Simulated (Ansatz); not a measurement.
```
Ti O
1.0
     0.00000    2.28290    2.28290
     2.28290    0.00000    2.28290
     2.28290    2.28290    0.00000
Ti O
1 2
Direct
  0.00000 0.00000 0.00000
  0.25000 0.25000 0.25000
  0.75000 0.75000 0.75000
```

PBE in Ansatz, hard PAW set made for 700 eV, wave cutoff 700 eV, 4×4×4 mesh, fixed fractional positions. The pressure is 60.1 GPa and the gap on the mesh 1.24 eV.

Q: The cell is scaled evenly to 1.128 times its volume. What pressure and gap follow, and what mean bulk modulus do the two pressures imply?

A: 13.5 GPa, gap 1.16 eV; B = −ΔP/Δln V ≈ 388 GPa over this range.

The cell is a model at fixed atoms and needn't be the relaxed known crystal. The mesh is coarse, so these values aren't converged.
